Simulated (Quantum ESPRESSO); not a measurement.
# GaAs (F-43m) in Quantum ESPRESSO: settings compared

One crystal, GaAs, is run at these levels: RPBE, PBE, PBE+D2, PBE+D3(BJ), rPW86PBE+rVV10; tasks: phonons.

All numbers are computed with Quantum ESPRESSO 7.5; they aren't measurements. Logs are shortened: lines on timing, memory, paths and dates and some standing lists are left out, and cuts for length are marked.

**Experimental background.**

From a printed reference work, textbook, for a bulk crystal of GaAs at 300 K: high-frequency dielectric constant 10.89.

How close the calculation comes is told below.

### 1 Starting point

The structure is cubic, space group F-43m (No. 216). The conventional cell has a = 5.654 Å, b = 5.654 Å, c = 5.654 Å, α = 90.00°, β = 90.00°, γ = 90.00°. As (site symmetry -43m) is surrounded by 4 Ga at 2.45 Å. Ga (site symmetry -43m) is surrounded by 4 As at 2.45 Å.

### 2 Phonons, RPBE

The input, pw.in:

```
&CONTROL
  calculation = 'scf'
  prefix = 'pwscf'
  outdir = './tmp'
  pseudo_dir = './pseudo'
  tprnfor = .true.
  tstress = .true.
  disk_io = 'low'
/
&SYSTEM
  ibrav = 0
  nat = 2
  ntyp = 2
  ecutwfc = 84
  nbnd = 21
  input_dft = 'rpbe'
  occupations = 'smearing'
  smearing = 'fd'
  degauss = 0.00367493
/
&ELECTRONS
  conv_thr = 4d-10
  electron_maxstep = 120
  mixing_beta = 0.5
/
ATOMIC_SPECIES
As    74.9216 As.upf
Ga    69.7230 Ga.upf
CELL_PARAMETERS angstrom
   0.0000000000    2.8268500000    2.8268500000
   2.8268500000    0.0000000000    2.8268500000
   2.8268500000    2.8268500000    0.0000000000
ATOMIC_POSITIONS crystal
As     0.7500000000    0.7500000000    0.7500000000
Ga     0.0000000000    0.0000000000    0.0000000000
K_POINTS automatic
6 6 6 1 1 1
```

The input, scf2.in:

```
&CONTROL
  calculation = 'scf'
  prefix = 'pwscf'
  outdir = './tmp'
  pseudo_dir = './pseudo'
  tprnfor = .true.
  tstress = .true.
  disk_io = 'low'
/
&SYSTEM
  ibrav = 0
  nat = 2
  ntyp = 2
  ecutwfc = 84
  nbnd = 21
  input_dft = 'rpbe'
  occupations = 'fixed'
/
&ELECTRONS
  conv_thr = 1d-13
  electron_maxstep = 120
  mixing_beta = 0.5
  startingpot = 'file'
  startingwfc = 'file'
/
ATOMIC_SPECIES
As    74.9216 As.upf
Ga    69.7230 Ga.upf
CELL_PARAMETERS angstrom
   0.0000000000    2.8268500000    2.8268500000
   2.8268500000    0.0000000000    2.8268500000
   2.8268500000    2.8268500000    0.0000000000
ATOMIC_POSITIONS crystal
As     0.7500000000    0.7500000000    0.7500000000
Ga     0.0000000000    0.0000000000    0.0000000000
K_POINTS automatic
6 6 6 1 1 1
```

The input, ph.in:

```
phonons of GaAs
&INPUTPH
  prefix = 'pwscf'
  outdir = './tmp'
  tr2_ph = 1d-16
  fildyn = 'dyn'
  niter_ph = 60
  alpha_mix(1) = 0.7
  epsil = .true.
/
0.0000000000 0.0000000000 0.0000000000
```

The input, dynmat.in:

```
&INPUT
  fildyn = 'dyn'
  asr = 'crystal'
  lperm = .true.
  filout = 'dynmat.disp'
  fileig = 'dynmat.eig'
/
```

The input, dynmat_lo.in:

```
&INPUT
  fildyn = 'dyn'
  asr = 'crystal'
  filout = 'dynmat_lo.disp'
  fileig = 'dynmat_lo.eig'
  q(1) = 0
  q(2) = 0
  q(3) = 1
/
```

Potentials or basis: PseudoDojo 0.4.1 SR PBE standard.

Run with:

```sh
> OMP_NUM_THREADS=1 pw.x -in pw.in > pw.out
> OMP_NUM_THREADS=1 pw.x -in scf2.in > scf2.out
> OMP_NUM_THREADS=1 ph.x -in ph.in > ph.out
> OMP_NUM_THREADS=1 dynmat.x -in dynmat.in > dynmat.out
> OMP_NUM_THREADS=1 dynmat.x -in dynmat_lo.in > dynmat_lo.out
```

pw.out:

```text
This program is part of the open-source Quantum ESPRESSO suite
     for quantum simulation of materials; please cite
         "P. Giannozzi et al., J. Phys.:Condens. Matter 21 395502 (2009);
         "P. Giannozzi et al., J. Phys.:Condens. Matter 29 465901 (2017);
         "P. Giannozzi et al., J. Chem. Phys. 152 154105 (2020);
     in publications or presentations arising from this work. More details at

     IMPORTANT: XC functional enforced from input :
     Exchange-correlation= RPBE
                           (   1   4  44   4   0   0   0)
     Any further DFT definition will be discarded
     Please, verify this is what you really want

     Message from routine setup:
     using ibrav=0 with symmetry is DISCOURAGED, use correct ibrav instead

     G-vector sticks info
     --------------------
     sticks:   dense  smooth     PW     G-vecs:    dense   smooth      PW
     Sum        1333    1333    379                31775    31775    5029

     Using Slab Decomposition

     bravais-lattice index     =            0
     lattice parameter (alat)  =       7.5547  a.u.
     unit-cell volume          =     304.8842 (a.u.)^3
     number of atoms/cell      =            2
     number of atomic types    =            2
     number of electrons       =        28.00
     number of Kohn-Sham states=           21
     kinetic-energy cutoff     =      84.0000  Ry
     charge density cutoff     =     336.0000  Ry
     scf convergence threshold =      4.0E-10
     mixing beta               =       0.5000
     number of iterations used =            8  plain     mixing
     Exchange-correlation= RPBE
                           (   1   4  44   4   0   0   0)

     celldm(1)=   7.554690  celldm(2)=   0.000000  celldm(3)=   0.000000
     celldm(4)=   0.000000  celldm(5)=   0.000000  celldm(6)=   0.000000

     crystal axes: (cart. coord. in units of alat)
               a(1) = (   0.000000   0.707107   0.707107 )
               a(2) = (   0.707107   0.000000   0.707107 )
               a(3) = (   0.707107   0.707107   0.000000 )

     reciprocal axes: (cart. coord. in units 2 pi/alat)
               b(1) = ( -0.707107  0.707107  0.707107 )
               b(2) = (  0.707107 -0.707107  0.707107 )
               b(3) = (  0.707107  0.707107 -0.707107 )

     PseudoPot. # 1 for As read from file:
     As.upf
     Pseudo is Norm-conserving + core correction, Zval = 15.0
     Generated using ONCVPSP code by D. R. Hamann
     Using radial grid of 1358 points,  6 beta functions with:
                l(1) =   0
                l(2) =   0
                l(3) =   1
                l(4) =   1
                l(5) =   2
                l(6) =   2

     PseudoPot. # 2 for Ga read from file:
     Ga.upf
     Pseudo is Norm-conserving + core correction, Zval = 13.0
     Generated using ONCVPSP code by D. R. Hamann
     Using radial grid of 1902 points,  6 beta functions with:
                l(1) =   0
                l(2) =   0
                l(3) =   1
                l(4) =   1
                l(5) =   2
                l(6) =   2

     atomic species   valence    mass     pseudopotential
     As               15.00    74.92160     As( 1.00)
     Ga               13.00    69.72300     Ga( 1.00)

     24 Sym. Ops. (no inversion) found

   Cartesian axes

     site n.     atom                  positions (alat units)
         1        As     tau(   1) = (   1.0606602   1.0606602   1.0606602  )
         2        Ga     tau(   2) = (   0.0000000   0.0000000   0.0000000  )

     number of k points=    28  Fermi-Dirac smearing, width (Ry)=  0.0037
                       cart. coord. in units 2pi/alat
        k(    1) = (   0.0589256   0.0589256   0.0589256), wk =   0.0185185
        k(    2) = (   0.1767767   0.1767767  -0.0589256), wk =   0.0555556
        k(    3) = (   0.2946278   0.2946278  -0.1767767), wk =   0.0555556
        k(    4) = (  -0.2946278  -0.2946278   0.4124790), wk =   0.0555556
        k(    5) = (  -0.1767767  -0.1767767   0.2946278), wk =   0.0555556
        k(    6) = (  -0.0589256  -0.0589256   0.1767767), wk =   0.0555556
[... 20 lines left out ...]
        k(   27) = (   0.2946278   0.2946278   0.2946278), wk =   0.0185185
        k(   28) = (  -0.2946278  -0.2946278   0.8838835), wk =   0.0555556

     Dense  grid:    31775 G-vectors     FFT dimensions: (  45,  45,  45)

     Initial potential from superposition of free atoms

     starting charge      27.9971, renormalised to      28.0000
     Starting wfcs are   18 randomized atomic wfcs +    3 random wfcs

     Self-consistent Calculation

     iteration #  1     ecut=    84.00 Ry     beta= 0.50
     Davidson diagonalization with overlap
     ethr =  1.00E-02,  avg # of iterations =  5.7

     Threshold (ethr) on eigenvalues was too large:
     Diagonalizing with lowered threshold

     Davidson diagonalization with overlap
     ethr =  1.60E-04,  avg # of iterations =  4.3

     total energy              =    -365.37282358 Ry
     estimated scf accuracy    <       0.04486450 Ry

     iteration #  2     ecut=    84.00 Ry     beta= 0.50
     Davidson diagonalization with overlap
     ethr =  1.60E-04,  avg # of iterations =  2.0
[... 43 lines left out ...]
     total energy              =    -365.37903011 Ry
     estimated scf accuracy    <          6.3E-09 Ry

     iteration #  9     ecut=    84.00 Ry     beta= 0.50
     Davidson diagonalization with overlap
     ethr =  2.25E-11,  avg # of iterations =  2.0

     End of self-consistent calculation

          k = 0.0589 0.0589 0.0589 (  3915 PWs)   bands (ev):

   -26.4116 -26.4115 -26.4115 -26.4024 -26.4024  -5.9307  -5.9232  -5.9232
    -5.8488  -5.8488  -3.6590   7.7785   8.8247   8.8247  10.4151  12.8686
    12.8686  12.8740  17.2059  18.5280  18.5280

          k = 0.1768 0.1768-0.0589 (  3949 PWs)   bands (ev):

   -26.4115 -26.4113 -26.4112 -26.4024 -26.4022  -5.9567  -5.9170  -5.9141
    -5.8506  -5.8475  -3.2428   5.6835   7.7496   8.6094  11.1232  13.2214
    13.2805  14.4175  17.3051  18.1431  18.8541
[... 79 lines left out ...]
          k =-0.6482 0.0589 0.0589 (  3976 PWs)   bands (ev):

   -26.4123 -26.4099 -26.4099 -26.4028 -26.4015  -6.0289  -5.8799  -5.8779
    -5.8710  -5.8374  -1.3195   2.3116   6.0373   6.3443  10.6109  11.1385
    18.3265  18.5809  19.8958  21.7199  21.9849

          k =-0.5303 0.1768-0.0589 (  3973 PWs)   bands (ev):

   -26.4119 -26.4104 -26.4101 -26.4026 -26.4017  -6.0148  -5.8915  -5.8865
    -5.8632  -5.8407  -1.7368   2.9183   5.8584   6.5684  11.4406  12.5533
    15.2951  17.2584  19.2941  20.9807  22.1967

          k =-0.4125 0.0589 0.0589 (  3977 PWs)   bands (ev):

   -26.4120 -26.4105 -26.4105 -26.4026 -26.4018  -5.9982  -5.8962  -5.8953
    -5.8624  -5.8413  -2.4732   4.1406   6.8238   7.0010  11.0267  12.1941
    15.5866  16.0981  17.7135  20.4438  21.2213
[... 55 lines left out ...]
          k =-0.2946-0.2946 0.8839 (  3960 PWs)   bands (ev):

   -26.4113 -26.4108 -26.4106 -26.4022 -26.4021  -6.0049  -5.9018  -5.8987
    -5.8493  -5.8460  -1.7941   2.5066   6.1415   7.4673  11.3768  13.5620
    14.5121  17.0050  18.5450  19.3542  20.1844

     the Fermi energy is     9.4847 ev

!    total energy              =    -365.37903011 Ry
     estimated scf accuracy    <          1.1E-10 Ry
     smearing contrib. (-TS)   =      -0.00000001 Ry
     internal energy E=F+TS    =    -365.37903010 Ry

     The total energy is F=E-TS. E is the sum of the following terms:
     one-electron contribution =    -192.14147196 Ry
     hartree contribution      =     114.87027562 Ry
     xc contribution           =     -89.75499998 Ry
     ewald contribution        =    -198.35283378 Ry

     convergence has been achieved in   9 iterations

     Forces acting on atoms (cartesian axes, Ry/au):

     atom    1 type  1   force =     0.00000000    0.00000000   -0.00000000
     atom    2 type  2   force =     0.00000000    0.00000000    0.00000000

     Total force =     0.000000     Total SCF correction =     0.000000

     Computing stress (Cartesian axis) and pressure

          total   stress  (Ry/bohr**3)                   (kbar)     P=       58.44
   0.00039726   0.00000000  -0.00000000           58.44        0.00       -0.00
   0.00000000   0.00039726   0.00000000            0.00       58.44        0.00
  -0.00000000   0.00000000   0.00039726           -0.00        0.00       58.44

=------------------------------------------------------------------------------=
   JOB DONE.
=------------------------------------------------------------------------------=
```

scf2.out:

```text
This program is part of the open-source Quantum ESPRESSO suite
     for quantum simulation of materials; please cite
         "P. Giannozzi et al., J. Phys.:Condens. Matter 21 395502 (2009);
         "P. Giannozzi et al., J. Phys.:Condens. Matter 29 465901 (2017);
         "P. Giannozzi et al., J. Chem. Phys. 152 154105 (2020);
[... 346 lines left out ...]
   0.00000000   0.00039711  -0.00000000            0.00       58.42       -0.00
  -0.00000000  -0.00000000   0.00039711           -0.00       -0.00       58.42

=------------------------------------------------------------------------------=
   JOB DONE.
=------------------------------------------------------------------------------=
```

Wall time 8.1 min (1 thread of AMD EPYC 9R45 (Zen 5), shared host); peak memory 0.1 GiB.

Results:

* Free energy: -4971.2350 eV
* Pressure after relaxing: 5.8 GPa
* Electronic dielectric tensor (diagonal): 13.11
* Born charges (mean of the diagonal): As -2.12; Ga +2.10 e
* Highest phonon frequency at Γ, LO-TO splitting left out: 272 cm⁻¹
* Static dielectric tensor (diagonal): 14.93

Phonon frequencies in cm⁻¹ (negative: imaginary):
```tsv
q point	frequencies
(0.000, 0.000, 0.000)	-1 -1 -1 272 272 272
```

Electronic dielectric tensor:
```
13.11  0.00  0.00
 0.00 13.11  0.00
 0.00  0.00 13.11
```

Born effective charge tensors (e):
atom 1, As
```
-2.12  0.00  0.00
 0.00 -2.12  0.00
 0.00  0.00 -2.12
```
atom 2, Ga
```
2.10 0.00 0.00
0.00 2.10 0.00
0.00 0.00 2.10
```

Optical modes at Γ, degenerate ones joined, polar ones without the macroscopic field:
| cm⁻¹ | components | symmetry | active in | IR intensity, summed ((D/Å)²/amu) |
| --- | --- | --- | --- | --- |
| 272 | 3 | T2 | IR and Raman | 8.54 |

Zone-centre frequencies without and with the macroscopic field along z (cm⁻¹):
```
                optical modes in rising order
       without                    272 272 272
with the field                    272 272 290
```

Static dielectric tensor, electrons and zone-centre modes:
```
14.93  0.00  0.00
 0.00 14.93  0.00
 0.00  0.00 14.93
```

Caveat: the potentials were made for another functional, which shifts forces and pressure; the cell is more than 3 GPa from zero pressure, which shifts response properties; the shifted mesh misses Γ, where the gap is smaller or closed, so treating the crystal as an insulator may be wrong and the dielectric response too small.

[end of part 1 of 4]
